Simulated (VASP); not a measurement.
# Pb (P6_3/mmc) in VASP: a series of runs

One crystal, Pb, is run at these levels: PBEsol; tasks: single point.

All numbers are computed with VASP 6.6.1; they aren't measurements. Logs are shortened: lines on timing, memory, paths and dates and some standing lists are left out, and cuts for length are marked.

## (1) The structure

The structure is hexagonal, space group P6_3/mmc (No. 194). The conventional cell has a = 3.480 Å, b = 3.480 Å, c = 5.590 Å, α = 90.00°, β = 90.00°, γ = 120.00°. Around Pb (site symmetry -6m2) lie 12 Pb at 3.44 to 3.48 Å.

This isn't the form of Pb at room conditions, which is fcc.

## (2) Single point, PBEsol

INCAR

```
PREC = Accurate
ENCUT = 450
EDIFF = 1E-6
ISMEAR = -1
SIGMA = 0.02
LREAL = False
LASPH = True
NELM = 100
ALGO = Normal
ISIF = 2
LWAVE = False
LCHARG = False
GGA = PS
ADDGRID = False
```

KPOINTS

```
regular mesh
0
Gamma
  19 19 10
```

POSCAR

```
Pb
1.0
    3.4800000000      0.0000000000      0.0000000000
   -1.7400000000      3.0137684052      0.0000000000
    0.0000000000      0.0000000000      5.5900000000
Pb
2
Direct
    0.6916670000      0.3496840000      0.7502860000
    0.3559200000      0.6835750000      0.2530120000
```

Potentials or basis: VASP PAW PBE potentials, release 64 (Pb_d).

Command:

```sh
> cat potpaw_PBE.64/Pb_d/POTCAR > POTCAR
> mpirun -np 1 vasp_std > vasp.out
```

OUTCAR:

```text
PREC = Accurate
   ENCUT = 450
   EDIFF = 1E-6
   ISMEAR = -1
   LREAL = False
   LASPH = True
   NELM = 100
   ISIF = 2
   GGA = PS

 Found   1806 irreducible k-points:

 Following reciprocal coordinates:
            Coordinates               Weight
  0.000000  0.000000  0.000000      1.000000
  0.052632  0.000000  0.000000      2.000000
  0.000000  0.052632  0.000000      2.000000
 -0.052632  0.052632  0.000000      2.000000
  0.105263  0.000000  0.000000      2.000000
  0.000000  0.105263  0.000000      2.000000
   k-points           NKPTS =   1806   k-points in BZ     NKDIM =   1806   number of bands    NBANDS=     18
   number of dos      NEDOS =    301   number of ions     NIONS =      2
   total plane-waves  NPLWV =  23040
   dimension x,y,z NGX =    24 NGY =   24 NGZ =   40
   dimension x,y,z NGXF=    48 NGYF=   48 NGZF=   80
   ions per type =               2
   NGX,Y,Z   is equivalent  to a cutoff of  11.47, 11.47, 11.90 a.u.
   NGXF,Y,Z  is equivalent  to a cutoff of  22.93, 22.93, 23.79 a.u.
 SYSTEM =  unknown system
   PREC   = accura    normal or accurate (medium, high low for compatibility)
   ISTART =      0    job   : 0-new  1-cont  2-samecut
   ICHARG =      2    charge: 1-file 2-atom 10-const
   ISPIN  =      1    spin polarized calculation?
   LNONCOLLINEAR =      F non collinear calculations
   LSORBIT =      F    spin-orbit coupling
   LASPH  =      T    aspherical Exc in radial PAW
   ENCUT  =  450.0 eV  33.07 Ry    5.75 a.u.   6.02  6.02  9.67*2*pi/ulx,y,z
   NELM   =    100;   NELMIN=  2; NELMDL= -5     # of ELM steps
   EDIFF  = 0.1E-05   stopping-criterion for ELM
   LREAL  =      F    real-space projection
   EDIFFG = 0.1E-04   stopping-criterion for IOM
   NSW    =      0    number of steps for IOM
   IBRION =     -1    ionic relax: 0-MD 1-quasi-New 2-CG
   NFREE  =      0    steps in history (QN), initial steepest desc. (CG)
   ISIF   =      2    stress and relaxation
   ISYM   =      2    0-nonsym 1-usesym 2-fastsym
   POTIM  = 0.5000    time-step for ionic-motion
   TEBEG  =    0.0;   TEEND  =   0.0 temperature during run
   PSTRESS=    0.0 pullay stress
   NELECT =      28.0000    total number of electrons
   NUPDOWN=      -1.0000    fix difference up-down
   EMIN   =  10.00;   EMAX   =-10.00  energy-range for DOS
   EFERMI =   0.00;   METHOD = LEGACY
   ISMEAR =    -1;   SIGMA  =   0.02  broadening in eV -4-tet -1-fermi 0-gaus
   EFERMI_NEDOS =   21; number of points for ismear=-14 and -15
   IALGO  =     38    algorithm
   IMIX   =      4    mixing-type and parameters
     AMIX     =   0.40;   BMIX     =  1.00
     AMIX_MAG =   1.60;   BMIX_MAG =  1.00
  volume/ion in A,a.u.               =      29.31       197.82
  Fermi-wavevector in a.u.,A,eV,Ry     =   1.279658  2.418203 22.279870  1.637524
  Thomas-Fermi vector in A             =   2.412131
   LORBIT       =      0    0 simple, 1 ext, 2 COOP (PROOUT), +10 PAW based schemes
   GGA     = PS    functional components
   LHFCALC =     F    Hartree Fock is set to
   AEXX    =    0.0000 exact exchange contribution
   IVDW    =     0    specifies the selected vdW correction
   LEPSILON=     F    determine dielectric tensor
   LRPA    =     F    only Hartree local field effects (RPA)
 non-spin polarized calculation
  energy-cutoff  :      450.00
  volume of cell :       58.63
 maximum number of plane-waves:      1293
   NGX = 13   NGY = 13   NGZ = 19

 number of electron      28.0000002 magnetization

 Free energy of the ion-electron system (eV)
  ---------------------------------------------------
  ext. energy  EPLUGINS =         0.00000000
  ---------------------------------------------------
  free energy    TOTEN  =        -7.96392093 eV

  energy without entropy =       -7.96248595  energy(sigma->0) =       -7.96320344

 E-fermi :   7.4247     XC(G=0): -10.5058

 val. band max:        7.4212785385   @ k =  -0.2105  -0.4737   0.5000
 cond. band min:       7.4251266032   @ k =  -0.4737  -0.2105   0.5000
 fundamental gap:      0.0038480647
 Fermi energy:         7.4246992997

 k-point     1 :       0.0000    0.0000    0.0000
  band No.  band energies     occupation
      1      -9.5689      2.00000
      2      -9.5182      2.00000
      3      -9.5092      2.00000
      4      -9.5087      2.00000
      5      -9.4842      2.00000
      6      -9.4837      2.00000
[... 10 lines left out ...]
     17      14.9676      0.00000
     18      15.6202      0.00000

 k-point     2 :       0.0526    0.0000    0.0000
  band No.  band energies     occupation
      1      -9.5661      2.00000
      2      -9.5270      2.00000
      3      -9.5018      2.00000
      4      -9.4980      2.00000
      5      -9.4822      2.00000
      6      -9.4774      2.00000
[... 10 lines left out ...]
     17      15.0468      0.00000
     18      15.5673      0.00000

 k-point     3 :       0.0000    0.0526    0.0000
  band No.  band energies     occupation
      1      -9.5662      2.00000
      2      -9.5268      2.00000
      3      -9.5019      2.00000
      4      -9.4979      2.00000
      5      -9.4825      2.00000
      6      -9.4772      2.00000
[... 10 lines left out ...]
     17      15.0568      0.00000
     18      15.5677      0.00000

 k-point     4 :      -0.0526    0.0526    0.0000
  band No.  band energies     occupation
      1      -9.5665      2.00000
      2      -9.5264      2.00000
      3      -9.5021      2.00000
      4      -9.4976      2.00000
      5      -9.4830      2.00000
      6      -9.4770      2.00000
[... 10 lines left out ...]
     17      15.0746      0.00000
     18      15.5685      0.00000

 k-point     5 :       0.1053    0.0000    0.0000
  band No.  band energies     occupation
      1      -9.5663      2.00000
      2      -9.5313      2.00000
      3      -9.4860      2.00000
      4      -9.4814      2.00000
      5      -9.4708      2.00000
      6      -9.4585      2.00000
[... 10 lines left out ...]
     17      15.1668      0.00000
     18      15.3384      0.00000

 k-point     6 :       0.0000    0.1053    0.0000
  band No.  band energies     occupation
      1      -9.5666      2.00000
      2      -9.5310      2.00000
      3      -9.4857      2.00000
      4      -9.4815      2.00000
      5      -9.4712      2.00000
      6      -9.4585      2.00000
[... 10 lines left out ...]
     17      15.1729      0.00000
     18      15.3402      0.00000

 [... further k-points ...]

------------------------ aborting loop because EDIFF is reached ----------------------------------------

  FORCE on cell =-STRESS in cart. coord.  units (eV):
  Direction    XX          YY          ZZ          XY          YZ          ZX
  --------------------------------------------------------------------------------------
  -------------------------------------------------------------------------------------
  Total        0.1381736      0.1410932      0.9539174      0.0081229      0.0003492     -0.0017662
  in kB        3.7760247      3.8558111     26.0687632      0.2219826      0.0095424     -0.0482660
  external PRESSURE =      11.2335330 kB  Pullay stress =       0.0000000 kB

 VOLUME and BASIS-vectors are now :
 -----------------------------------------------------------------------------
  energy-cutoff  :      450.00
  volume of cell :       58.63
      direct lattice vectors                 reciprocal lattice vectors
     3.480000000  0.000000000  0.000000000     0.287356322  0.165905250  0.000000000
    -1.740000000  3.013768405  0.000000000     0.000000000  0.331810500  0.000000000
     0.000000000  0.000000000  5.590000000     0.000000000  0.000000000  0.178890877

 POSITION                                       TOTAL-FORCE (eV/Angst)
 -----------------------------------------------------------------------------------
      1.79855      1.05387      4.19410        -0.004474      0.000657      0.036443
      0.04918      2.06014      1.41434         0.004474     -0.000657     -0.036443
 -----------------------------------------------------------------------------------
    total drift:                               -0.000051      0.000037     -0.000070

  FREE ENERGIE OF THE ION-ELECTRON SYSTEM (eV)
  ---------------------------------------------------
  free  energy   TOTEN  =        -7.9639209316 eV

  energy  without entropy=       -7.9624859523  energy(sigma->0) =       -7.96320344
```

It took 4.3 min on 1 thread of Intel Xeon 6975P-C (Granite Rapids), shared host; peak memory 1.2 GiB.

The run converged, but some of its settings lie outside the range that counts as converged, so its numbers aren't taken as properties of the crystal.

What came out:

| Quantity | Value |
| --- | --- |
| Free energy | -7.9639 eV |
| Pressure | 1.1 GPa |
| Largest force | 0.037 eV/Å |
| Band gap on the k mesh | none (metal or under the smearing width) |

Caveat: the PAW data sets were made with another functional, which shifts forces and pressure a little.

## (3) Single point, PBEsol

Edit INCAR of step 2 so:

```diff
@@ -3,4 +3,4 @@
 EDIFF = 1E-6
-ISMEAR = -1
-SIGMA = 0.02
+ISMEAR = -5
+SIGMA = 0.2
 LREAL = False
```

KPOINTS is that of step 2.

POSCAR

```
Pb
1.0
    3.4800000000      0.0000000000      0.0000000000
   -1.7400000000      3.0137684052      0.0000000000
    0.0000000000      0.0000000000      5.5900000000
Pb
2
Direct
    0.6666666667      0.3333333333      0.7500000000
    0.3333333333      0.6666666667      0.2500000000
```

Potentials or basis: VASP PAW PBE potentials, release 64 (Pb_d).

Command:

```sh
> cat potpaw_PBE.64/Pb_d/POTCAR > POTCAR
> mpirun -np 1 vasp_std > vasp.out
```

OUTCAR:

```text
PREC = Accurate
   ENCUT = 450
   EDIFF = 1E-6
   ISMEAR = -5
   LREAL = False
   LASPH = True
   NELM = 100
   ISIF = 2
   GGA = PS

 Found    240 irreducible k-points:

 Following reciprocal coordinates:
            Coordinates               Weight
  0.000000  0.000000  0.000000      1.000000
  0.052632  0.000000  0.000000      6.000000
  0.105263  0.000000  0.000000      6.000000
  0.157895  0.000000  0.000000      6.000000
  0.210526 -0.000000  0.000000      6.000000
  0.263158  0.000000  0.000000      6.000000
   k-points           NKPTS =    240   k-points in BZ     NKDIM =    240   number of bands    NBANDS=     18
   number of dos      NEDOS =    301   number of ions     NIONS =      2
   total plane-waves  NPLWV =  23040
   dimension x,y,z NGX =    24 NGY =   24 NGZ =   40
   dimension x,y,z NGXF=    48 NGYF=   48 NGZF=   80
   ions per type =               2
   NGX,Y,Z   is equivalent  to a cutoff of  11.47, 11.47, 11.90 a.u.
   NGXF,Y,Z  is equivalent  to a cutoff of  22.93, 22.93, 23.79 a.u.
 SYSTEM =  unknown system
   PREC   = accura    normal or accurate (medium, high low for compatibility)
   ISTART =      0    job   : 0-new  1-cont  2-samecut
   ICHARG =      2    charge: 1-file 2-atom 10-const
   ISPIN  =      1    spin polarized calculation?
   LNONCOLLINEAR =      F non collinear calculations
[... 54 lines left out ...]

 val. band max:        7.5791194030   @ k =   0.3158   0.2632   0.0000
 cond. band min:       7.3182600900   @ k =   0.2632   0.0000   0.5000
 fundamental gap:     -0.2608593129
 Fermi energy:         7.4442960276

 k-point     1 :       0.0000    0.0000    0.0000
  band No.  band energies     occupation
      1      -9.5723      2.00000
      2      -9.5220      2.00000
      3      -9.5102      2.00000
      4      -9.5102      2.00000
      5      -9.4850      2.00000
      6      -9.4850      2.00000
[... 103 lines left out ...]
      5      -9.4529      2.00000
      6      -9.3686      2.00000
[... 10 lines left out ...]
     17      12.9176      0.00000
     18      14.3448      0.00000

 [... further k-points ...]

------------------------ aborting loop because EDIFF is reached ----------------------------------------

  FORCE on cell =-STRESS in cart. coord.  units (eV):
  Direction    XX          YY          ZZ          XY          YZ          ZX
  --------------------------------------------------------------------------------------
  -------------------------------------------------------------------------------------
  Total        0.1712065      0.1712065      0.7084460      0.0000000      0.0000000      0.0000000
  in kB        4.6787509      4.6787509     19.3604923      0.0000000      0.0000000      0.0000000
  external PRESSURE =       9.5726647 kB  Pullay stress =       0.0000000 kB

 VOLUME and BASIS-vectors are now :
 -----------------------------------------------------------------------------
  energy-cutoff  :      450.00
  volume of cell :       58.63
      direct lattice vectors                 reciprocal lattice vectors
     3.480000000  0.000000000  0.000000000     0.287356322  0.165905250  0.000000000
    -1.740000000  3.013768405  0.000000000     0.000000000  0.331810500  0.000000000
     0.000000000  0.000000000  5.590000000     0.000000000  0.000000000  0.178890877

 POSITION                                       TOTAL-FORCE (eV/Angst)
 -----------------------------------------------------------------------------------
      1.74000      1.00459      4.19250         0.000000     -0.000000      0.000000
     -0.00000      2.00918      1.39750        -0.000000      0.000000      0.000000
 -----------------------------------------------------------------------------------
    total drift:                               -0.000000      0.000000      0.000000

  FREE ENERGIE OF THE ION-ELECTRON SYSTEM (eV)
  ---------------------------------------------------
  free  energy   TOTEN  =        -7.9664342494 eV

  energy  without entropy=       -7.9664342494  energy(sigma->0) =       -7.96643425
```

OSZICAR:

```text
N       E                     dE             d eps       ncg     rms          rms(c)
DAV:   1     0.269918824312E+03    0.26992E+03   -0.13703E+04  8648   0.175E+03
DAV:   2     0.979483770660E+01   -0.26012E+03   -0.25705E+03  8660   0.419E+02
DAV:   3    -0.751168721913E+01   -0.17307E+02   -0.17102E+02 10716   0.138E+02
DAV:   4    -0.798588598432E+01   -0.47420E+00   -0.47288E+00 10256   0.267E+01
DAV:   5    -0.800459508897E+01   -0.18709E-01   -0.18743E-01 10662   0.465E+00    0.873E-01
DAV:   6    -0.797464050744E+01    0.29955E-01   -0.55076E-02 11204   0.359E+00    0.408E-01
DAV:   7    -0.796694366779E+01    0.76968E-02   -0.21319E-02 11292   0.214E+00    0.130E-01
DAV:   8    -0.796644211569E+01    0.50155E-03   -0.10463E-03 11244   0.523E-01    0.132E-02
DAV:   9    -0.796643532311E+01    0.67926E-05   -0.39825E-05 11214   0.108E-01    0.626E-03
DAV:  10    -0.796643381920E+01    0.15039E-05   -0.18460E-06  7056   0.180E-02    0.981E-04
DAV:  11    -0.796643424940E+01   -0.43020E-06   -0.37556E-07  4580   0.100E-02
   1 F= -.79664342E+01 E0= -.79664342E+01  d E =0.000000E+00
```

It took 41 s on 1 thread of Intel Xeon 6975P-C (Granite Rapids), shared host; peak memory 0.29 GiB.

These settings aren't checked as converged: the numbers below hold their error.

Results:

```yaml
Free_energy: -7.9664 eV
Pressure: 1.0 GPa
Band_gap_on_the_k_mesh: none (metal or under the smearing width)
```

Caveat: the PAW data sets were made with another functional, which shifts forces and pressure a little; tetrahedron occupations give inexact forces and stress in metals.

## (4) Single point, PBEsol

INCAR is that of step 3.

KPOINTS is that of step 3.

POSCAR

```
Pb
1.0
    3.4800000000      0.0000000000      0.0000000000
   -1.7400000000      3.0137684052      0.0000000000
    0.0000000000      0.0000000000      5.5900000000
Pb
2
Direct
    0.6916670000      0.3496840000      0.7502860000
    0.3559200000      0.6835750000      0.2530120000
```

Command:

```sh
> cat potpaw_PBE.64/Pb_d/POTCAR > POTCAR
> mpirun -np 1 vasp_std > vasp.out
```

Wall time 4.4 min (1 thread of Intel Xeon 6975P-C (Granite Rapids), shared host); peak memory 1.2 GiB.

The run converged, but some of its settings lie outside the range that counts as converged, so its numbers aren't taken as properties of the crystal.

Results:

- Free energy: -7.9660 eV
- Pressure: 1.0 GPa
- Largest force: 0.025 eV/Å
- Band gap on the k mesh: none (metal or under the smearing width)

Caveat: the PAW data sets were made with another functional, which shifts forces and pressure a little; tetrahedron occupations give inexact forces and stress in metals.

[end of part 1 of 2]
